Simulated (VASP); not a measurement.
An input for Ansatz (written as the equivalent of a VASP run, and not itself run):

Ansatz 0.2 input:
```yaml
crystal:
  lattice:
    - [3.4986276, 0.0000000, 0.0000000]
    - [-1.7493138, 3.0299009, 0.0000000]
    - [0.0000000, 0.0000000, 5.6502286]
  atoms:
    - { symbol: In, position: [0.3333330, 0.6666670, 0.9980009] }
    - { symbol: In, position: [0.6666670, 0.3333330, 0.4980009] }
    - { symbol: N, position: [0.3333330, 0.6666670, 0.3769991] }
    - { symbol: N, position: [0.6666670, 0.3333330, 0.8769991] }
kpoints:
  mp_grid: { grid: [10, 10, 6] }
hamiltonian:
  xc: pbesol
  pseudopotentials: { kind: paw }
scf:
  occupations: { method: methfessel_paxton, width: 0.1 }
  max_iter: 100
relax:
  max_steps: 40
  f_tol: 0.02
  cell: { p_target: 5 }
output: { forces: true, stress: true, eigenvalues: true }
```

Task: Write the VASP files for the same calculation (PBEsol).

Result: Several could match; the one computed here: 
POSCAR:
```
InN
1
    3.4986276310     0.0000000000     0.0000000000
   -1.7493138155     3.0299009251     0.0000000000
    0.0000000000     0.0000000000     5.6502286080
In N
2 2
Direct
  0.3333330000   0.6666670000   0.9980008777
  0.6666670000   0.3333330000   0.4980008777
  0.3333330000   0.6666670000   0.3769991223
  0.6666670000   0.3333330000   0.8769991223
```

INCAR:
```
SYSTEM = InN
PREC = Accurate
ENCUT = 620
EDIFF = 1E-6
NELM = 100
ALGO = Normal
LREAL = .FALSE.
LASPH = .TRUE.
ISMEAR = 1
SIGMA = 0.1
GGA = PS
LMAXMIX = 4
LWAVE = .FALSE.
LCHARG = .FALSE.
IBRION = 2
ISIF = 3
NSW = 40
EDIFFG = -0.02
PSTRESS = 50
```

**KPOINTS**
```
Automatic mesh
0
Gamma
10 10 6
0 0 0
```

POTCAR, in this order: In_d N (PBE.64 set). Program: vasp_std.

Limits of the translation: each code has its own PAW files, so the cut-off isn't converted (ENCUT is set for VASP's; basis.ecutwfc is left out, and Ansatz then takes the one that its files recommend); Ansatz stops its SCF on the density residual and VASP on the energy change (EDIFF).

The structure was generated: InN was put into the wurtzite type (P6_3mc), which need not be its known phase. It was relaxed first under an external pressure of 5 GPa.
